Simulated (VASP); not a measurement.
# BN in VASP: a series of runs

One slab, BN, is run at these levels: PBE+D3(BJ), PBE; tasks: relaxation of shape and atoms at fixed volume, single point.

Everything below comes from runs of VASP 6.6.1. Logs are shortened: lines on timing, memory, paths and dates and some standing lists are left out, and cuts for length are marked.

## (1) Starting point

The cell holds a slab with vacuum, 8 atoms: a = 2.498 Å, b = 2.498 Å, c = 27.954 Å, α = 90.00°, β = 90.00°, γ = 120.00°.

## (2) Relaxation of shape and atoms at fixed volume, PBE+D3(BJ)

The input, INCAR:

```
ALGO = Normal ; DIPOL = 0.5 0.5 0.500
EDIFF = 1E-7 ; EDIFFG = -0.003
ENCUT = 520 ; GGA = PE
IBRION = 2 ; IDIPOL = 3
ISIF = 4 ; ISMEAR = 0
IVDW = 12 ; LASPH = T
LCHARG = F ; LDIPOL = T
LREAL = F ; LWAVE = F
NELM = 100 ; NSW = 100
PREC = Accurate ; SIGMA = 0.05
```

The input, KPOINTS:

```
k-points
0
Gamma
  18 18 1
```

The input, POSCAR:

```
BN
1.0
    2.4982400000      0.0000000000      0.0000000000
   -1.2491200000      2.1635393050      0.0000000000
    0.0000000000      0.0000000000     27.9535500000
B N
4 4
Direct
    0.6666666667      0.3333333334      0.3219626845
    0.3333333333      0.6666666666      0.4406542282
    0.6666666667      0.3333333334      0.5593457718
    0.3333333333      0.6666666666      0.6780373155
    0.3333333333      0.6666666666      0.3219626845
    0.6666666667      0.3333333334      0.4406542282
    0.3333333333      0.6666666666      0.5593457718
    0.6666666667      0.3333333334      0.6780373155
```

Potentials or basis: VASP PAW PBE potentials, release 64 (B, N).

On the command line:

```sh
$ cat potpaw_PBE.64/B/POTCAR potpaw_PBE.64/N/POTCAR > POTCAR
$ mpirun -np 1 vasp_std > vasp.out
```

OUTCAR:

```text
EDIFF = 1E-7
   EDIFFG = -0.003
   ENCUT = 520
   GGA = PE
   IBRION = 2
   ISIF = 4
   ISMEAR = 0
   IVDW = 12
   LASPH = T
   LREAL = F
   NELM = 100
   NSW = 100
   PREC = Accurate
 IVDW          = 12

 ion  position               nearest neighbor table
   1  0.667  0.333  0.322-   5 1.44   5 1.44   5 1.44
   2  0.333  0.667  0.441-   6 1.44   6 1.44   6 1.44
   3  0.667  0.333  0.559-   7 1.44   7 1.44   7 1.44
   4  0.333  0.667  0.678-   8 1.44   8 1.44   8 1.44
   5  0.333  0.667  0.322-   1 1.44   1 1.44   1 1.44
   6  0.667  0.333  0.441-   2 1.44   2 1.44   2 1.44
   7  0.333  0.667  0.559-   3 1.44   3 1.44   3 1.44
   8  0.667  0.333  0.678-   4 1.44   4 1.44   4 1.44

  LATTYP: Found a hexagonal cell.
 ALAT       =     2.4982400000
 C/A-ratio  =    11.1892972653

  Lattice vectors:

 A1 = (   2.4982400000,   0.0000000000,   0.0000000000)
 A2 = (  -1.2491200000,   2.1635393050,   0.0000000000)
 A3 = (   0.0000000000,   0.0000000000,  27.9535500000)

Analysis of symmetry for initial positions (statically):
=====================================================================
 Subroutine PRICEL returns:
 Original cell was already a primitive cell.

 Routine SETGRP: Setting up the symmetry group for a
 hexagonal supercell.

 Subroutine GETGRP returns: Found 12 space group operations
 (whereof 12 operations were pure point group operations)
 out of a pool of 24 trial point group operations.

The static configuration has the point symmetry D_3d.

Analysis of symmetry for dynamics (positions and initial velocities):
=====================================================================
 Subroutine PRICEL returns:
 Original cell was already a primitive cell.

 Routine SETGRP: Setting up the symmetry group for a
 hexagonal supercell.

 Subroutine GETGRP returns: Found 12 space group operations
 (whereof 12 operations were pure point group operations)
 out of a pool of 24 trial point group operations.

The dynamic configuration has the point symmetry D_3d.

 Subroutine INISYM returns: Found 12 space group operations
 (whereof 12 operations are pure point group operations),
 and found     1 'primitive' translations

----------------------------------------------------------------------------------------

                                     Primitive cell

  volume of cell :     151.0901

  direct lattice vectors                    reciprocal lattice vectors
     2.498240000  0.000000000  0.000000000     0.400281798  0.231102804  0.000000000
    -1.249120000  2.163539305  0.000000000     0.000000000  0.462205608  0.000000000
     0.000000000  0.000000000 27.953550000     0.000000000  0.000000000  0.035773632

  length of vectors
     2.498240000  2.498240000 27.953550000     0.462205608  0.462205608  0.035773632

  position of ions in fractional coordinates (direct lattice)
     0.666666667  0.333333333  0.321962685
     0.333333333  0.666666667  0.440654228
     0.666666667  0.333333333  0.559345772
     0.333333333  0.666666667  0.678037315
     0.333333333  0.666666667  0.321962685
     0.666666667  0.333333333  0.440654228
     0.333333333  0.666666667  0.559345772
     0.666666667  0.333333333  0.678037315

  ion indices of the primitive-cell ions
   primitive index   ion index
                 1           1
                 2           2
                 3           3
                 4           4
                 5           5
                 6           6
                 7           7
                 8           8

----------------------------------------------------------------------------------------

 KPOINTS: k-points

Automatic generation of k-mesh.
 Grid dimensions read from file:
 generate k-points for:   18   18    1

 Generating k-lattice:

  Cartesian coordinates                     Fractional coordinates (reciprocal lattice)
     0.022237878  0.012839045  0.000000000     0.055555556  0.000000000  0.000000000
     0.000000000  0.025678089  0.000000000     0.000000000  0.055555556  0.000000000
     0.000000000  0.000000000  0.035773632     0.000000000  0.000000000  1.000000000

  Length of vectors
     0.025678089  0.025678089  0.035773632

  Shift w.r.t. Gamma in fractional coordinates (k-lattice)
     0.000000000  0.000000000  0.000000000

 Subroutine IBZKPT returns following result:
 ===========================================

 Found     37 irreducible k-points:

 Following reciprocal coordinates:
            Coordinates               Weight
  0.000000  0.000000  0.000000      1.000000
  0.055556 -0.000000  0.000000      6.000000
  0.111111 -0.000000  0.000000      6.000000
  0.166667 -0.000000  0.000000      6.000000
  0.222222 -0.000000  0.000000      6.000000
  0.277778  0.000000  0.000000      6.000000
[... 16 lines left out ...]
  0.333333  0.111111  0.000000     12.000000
  0.388889  0.111111  0.000000     12.000000
 [... further k-points ...]
   k-points           NKPTS =     37   k-points in BZ     NKDIM =     37   number of bands    NBANDS=     21
   number of dos      NEDOS =    301   number of ions     NIONS =      8
   total plane-waves  NPLWV =  84000
   dimension x,y,z NGX =    20 NGY =   20 NGZ =  210
   dimension x,y,z NGXF=    40 NGYF=   40 NGZF=  420
   ions per type =               4   4
   NGX,Y,Z   is equivalent  to a cutoff of  13.31, 13.31, 12.49 a.u.
   NGXF,Y,Z  is equivalent  to a cutoff of  26.62, 26.62, 24.98 a.u.
 SYSTEM =  unknown system
   PREC   = accura    normal or accurate (medium, high low for compatibility)
   ISTART =      0    job   : 0-new  1-cont  2-samecut
   ICHARG =      2    charge: 1-file 2-atom 10-const
   ISPIN  =      1    spin polarized calculation?
   LNONCOLLINEAR =      F non collinear calculations
   LSORBIT =      F    spin-orbit coupling
   LASPH  =      T    aspherical Exc in radial PAW
   ENCUT  =  520.0 eV  38.22 Ry    6.18 a.u.   4.65  4.65 51.98*2*pi/ulx,y,z
   NELM   =    100;   NELMIN=  2; NELMDL= -5     # of ELM steps
   EDIFF  = 0.1E-06   stopping-criterion for ELM
   LREAL  =      F    real-space projection
   EDIFFG = -.3E-02   stopping-criterion for IOM
   NSW    =    100    number of steps for IOM
   IBRION =      2    ionic relax: 0-MD 1-quasi-New 2-CG
   NFREE  =      1    steps in history (QN), initial steepest desc. (CG)
   ISIF   =      4    stress and relaxation
   ISYM   =      2    0-nonsym 1-usesym 2-fastsym
   POTIM  = 0.5000    time-step for ionic-motion
   TEBEG  =    0.0;   TEEND  =   0.0 temperature during run
   PSTRESS=    0.0 pullay stress
   NELECT =      32.0000    total number of electrons
   NUPDOWN=      -1.0000    fix difference up-down
   EMIN   =  10.00;   EMAX   =-10.00  energy-range for DOS
   EFERMI =   0.00;   METHOD = LEGACY
   ISMEAR =     0;   SIGMA  =   0.05  broadening in eV -4-tet -1-fermi 0-gaus
   EFERMI_NEDOS =   21; number of points for ismear=-14 and -15
   IALGO  =     38    algorithm
   IMIX   =      4    mixing-type and parameters
     AMIX     =   0.40;   BMIX     =  1.00
     AMIX_MAG =   1.60;   BMIX_MAG =  1.00
  volume/ion in A,a.u.               =      18.89       127.45
  Fermi-wavevector in a.u.,A,eV,Ry     =   0.975842  1.844074 12.956388  0.952268
  Thomas-Fermi vector in A             =   2.106414
   LORBIT       =      0    0 simple, 1 ext, 2 COOP (PROOUT), +10 PAW based schemes
   GGA     = PE    functional components
   LHFCALC =     F    Hartree Fock is set to
   AEXX    =    0.0000 exact exchange contribution
   IVDW    =    12    specifies the selected vdW correction
   LEPSILON=     F    determine dielectric tensor
   LRPA    =     F    only Hartree local field effects (RPA)
 conjugate gradient relaxation of ions
 non-spin polarized calculation
 Gauss-broadening in eV      SIGMA  =   0.05
  energy-cutoff  :      520.00
  volume of cell :      151.09
 maximum number of plane-waves:      4123
 NGX is ok and might be reduce to    20
   NGX =  9   NGY =  9   NGZ =103

--------------------------------------- Ionic step        1  -------------------------------------------

 number of electron      31.9999996 magnetization

 Free energy of the ion-electron system (eV)
  ---------------------------------------------------
  ext. energy  EPLUGINS =         0.00000000
  ---------------------------------------------------
  free energy    TOTEN  =       -70.31709481 eV

  energy without entropy =      -70.31709481  energy(sigma->0) =      -70.31709481

------------------------ aborting loop because EDIFF is reached ----------------------------------------

 Edisp (eV)   -0.99251

 E8    (eV) :    -0.2982
[... 83 lines left out ...]
--------------------------------------- Ionic step        3  -------------------------------------------

 number of electron      31.9999996 magnetization

 dipolmoment           0.000000      0.000000     -0.000000 electrons x Angstroem

------------------------ aborting loop because EDIFF is reached ----------------------------------------

 Edisp (eV)   -0.99237

 E8    (eV) :    -0.2984
[... 31 lines left out ...]
  FREE ENERGIE OF THE ION-ELECTRON SYSTEM (eV)
  ---------------------------------------------------
  free  energy   TOTEN  =       -71.3163170250 eV

  energy  without entropy=      -71.3163170250  energy(sigma->0) =      -71.31631702

 dipolmoment           0.000000     -0.000000     -0.000000 electrons x Angstroem

 dipolmoment           0.000000      0.000000      0.000000 electrons x Angstroem

[... ionic steps 4 to 26 ...]

--------------------------------------- Ionic step       27  -------------------------------------------

 number of electron      32.0000000 magnetization

------------------------ aborting loop because EDIFF is reached ----------------------------------------
[... 87 lines left out ...]
--------------------------------------- Ionic step       29  -------------------------------------------

 number of electron      31.9999999 magnetization

 dipolmoment          -0.000000     -0.000000     -0.000000 electrons x Angstroem

 Free energy of the ion-electron system (eV)
  ---------------------------------------------------
  ext. energy  EPLUGINS =         0.00000000
  ---------------------------------------------------
  free energy    TOTEN  =       -70.33378453 eV

  energy without entropy =      -70.33378453  energy(sigma->0) =      -70.33378453

 E-fermi :  -1.6862     XC(G=0):  -5.1366

 val. band max:       -1.9671765296   @ k =   0.3333   0.2778   0.0000
 cond. band min:       2.3459442713   @ k =   0.5000   0.0000   0.0000
 fundamental gap:      4.3131208008
 Fermi energy:        -1.6861921753

 k-point     1 :       0.0000    0.0000    0.0000
  band No.  band energies     occupation
      1     -19.7305      2.00000
      2     -19.6479      2.00000
      3     -19.5559      2.00000
      4     -19.4920      2.00000
      5      -8.0016      2.00000
      6      -7.5180      2.00000
[... 565 lines left out ...]
     20       3.7041      0.00000
     21       8.2216      0.00000

 [... further k-points ...]

------------------------ aborting loop because EDIFF is reached ----------------------------------------

 vacuum level on the upper side and lower side of the slab       (xc-potential included)        -0.010        -0.010

 Edisp (eV)   -0.98317

 E8    (eV) :    -0.2953

  FORCE on cell =-STRESS in cart. coord.  units (eV):
  Direction    XX          YY          ZZ          XY          YZ          ZX
  --------------------------------------------------------------------------------------
  -------------------------------------------------------------------------------------
  Total      -0.05958    -0.05958    -0.05211     0.00000     0.00000    -0.00000
  in kB      -0.63177    -0.63177    -0.55257     0.00000     0.00000    -0.00000
  external pressure =       -0.61 kB  Pullay stress =        0.00 kB
[... 23 lines left out ...]
  FREE ENERGIE OF THE ION-ELECTRON SYSTEM (eV)
  ---------------------------------------------------
  free  energy   TOTEN  =       -71.3169522237 eV

  energy  without entropy=      -71.3169522237  energy(sigma->0) =      -71.31695222

 reached required accuracy - stopping structural energy minimisation

 vacuum level on the upper side and lower side of the slab         3.881         3.881
```

It took 22 min on 1 thread of Intel Xeon 6975P-C (Granite Rapids), shared host; peak memory 0.34 GiB.

What came out:

```
Free energy                : -71.3170 eV
Energy gained by relaxing  : 0.9 meV/atom
Ionic steps                : 29
Band gap on the k mesh     : 4.31 eV, indirect (least direct gap 4.67 eV)
Dispersion energy per atom : -0.123 eV
```

Forces on the atoms (eV/Å):
```
B    0.000  0.000 -0.002
B    0.000  0.000  0.001
B    0.000  0.000 -0.001
B    0.000  0.000  0.002
N    0.000  0.000 -0.002
N    0.000  0.000  0.003
N    0.000  0.000 -0.003
N    0.000  0.000  0.002
```

The path:
```csv
step,energy change (eV),largest force (eV/Å),pressure (GPa)
1,0.0000,0.0265,1.26
2,-0.0067,0.0138,0.00
3,-0.0067,0.0128,0.04
4,-0.0067,0.0084,0.04
5,-0.0067,0.0140,0.04
6,-0.0067,0.0136,0.03
7,-0.0068,0.0137,0.03
8,-0.0068,0.0130,0.03
9,-0.0069,0.0119,0.01
10,-0.0070,0.0099,-0.01
11,-0.0070,0.0139,-0.06
12,-0.0070,0.0091,-0.03
13,-0.0068,0.0435,0.13
14,-0.0070,0.0066,0.00
15,-0.0071,0.0060,0.03
16,-0.0071,0.0073,0.05
17,-0.0071,0.0070,0.04
18,-0.0071,0.0062,0.03
19,-0.0071,0.0048,0.01
20,-0.0072,0.0036,-0.04
21,-0.0072,0.0082,-0.13
22,-0.0073,0.0080,-0.13
23,-0.0073,0.0073,-0.13
24,-0.0073,0.0056,-0.12
25,-0.0073,0.0041,-0.11
26,-0.0073,0.0036,-0.11
27,-0.0073,0.0039,-0.11
28,-0.0073,0.0026,-0.09
29,-0.0074,0.0029,-0.06
```

Final structure:
```
CELL_PARAMETERS angstrom
2.50783 0.00000 0.00000
-1.25391 2.17184 0.00000
0.00000 0.00000 27.74022
ATOMIC_POSITIONS crystal
B 0.66667 0.33333 0.32030
B 0.33333 0.66667 0.44012
B 0.66667 0.33333 0.55988
B 0.33333 0.66667 0.67970
N 0.33333 0.66667 0.32024
N 0.66667 0.33333 0.44011
N 0.33333 0.66667 0.55989
N 0.66667 0.33333 0.67976
```

Expect the measured gap to be larger: semilocal functionals such as PBE lack the derivative discontinuity.

## (3) Single point, PBE

The input, INCAR:

```
SYSTEM = BN
PREC = Accurate ; ENCUT = 520
EDIFF = 1E-7 ; ISMEAR = 0
SIGMA = 0.05 ; LREAL = .FALSE.
LASPH = .TRUE. ; NELM = 100
ALGO = Normal ; ISIF = 2
LWAVE = .FALSE. ; LCHARG = .FALSE.
LDIPOL = .TRUE. ; IDIPOL = 3
DIPOL = 0.5 0.5 0.500 ; GGA = PE
LVHAR = .TRUE. ; LVACPOTAV = .TRUE.
```

The input, KPOINTS:

```
regular mesh
0
G
  24 24 1
  0 0 0
```

The input, POSCAR:

```
BN                                      
1.0
    2.5078278373     -0.0000000000     -0.0000000000
   -1.2539139186      2.1718426157     -0.0000000000
    0.0000000000      0.0000000000     27.7402165691
  B               N             
     4     4
Direct
     0.6666666667000030    0.3333333333999988    0.3202959566733614
     0.3333333332999970    0.6666666666000012    0.4401156667729118
     0.6666666667000030    0.3333333333999988    0.5598843332270883
     0.3333333332999970    0.6666666666000012    0.6797040433266385
     0.3333333332999970    0.6666666666000012    0.3202351311481220
     0.6666666667000030    0.3333333333999988    0.4401117933634616
     0.3333333332999970    0.6666666666000012    0.5598882066365385
     0.6666666667000030    0.3333333333999988    0.6797648688518778
```

Potentials or basis: VASP PAW PBE potentials, release 64 (B, N).

On the command line:

```sh
$ cat potpaw_PBE.64/B/POTCAR potpaw_PBE.64/N/POTCAR > POTCAR
$ mpirun -np 1 vasp_std > vasp.out
```

Run time: 3.8 min. Hardware: 1 thread of Intel Xeon 6975P-C (Granite Rapids), shared host; peak memory 0.35 GiB.

Results (log left out):

* Free energy: -70.3337 eV
* Largest force: 0.055 eV/Å
* Band gap on the k mesh: 4.30 eV, indirect (least direct gap 4.67 eV)
* Ionisation potential of the upper face: 5.85 eV

Forces on the atoms (eV/Å):
```
B    0.000  0.000 -0.055
B    0.000  0.000 -0.002
B    0.000  0.000  0.002
B    0.000  0.000  0.055
N    0.000  0.000 -0.043
N    0.000  0.000  0.001
N    0.000  0.000 -0.001
N    0.000  0.000  0.043
```

Levels at points of the mesh, in eV from the valence-band top:
| k point | band 13 | band 14 | band 15 | band 16 | band 17 | band 18 | band 19 | band 20 |
| --- | --- | --- | --- | --- | --- | --- | --- | --- |
| (0.00, 0.00, 0.00) | -1.33 | -1.33 | -1.33 | -1.33 | 4.90 | 5.07 | 5.89 | 6.37 |
| (0.50, 0.00, 0.00) | -1.36 | -1.08 | -0.76 | -0.54 | 4.30 | 4.55 | 4.97 | 5.41 |

(Part 1 of 2 ends here.)
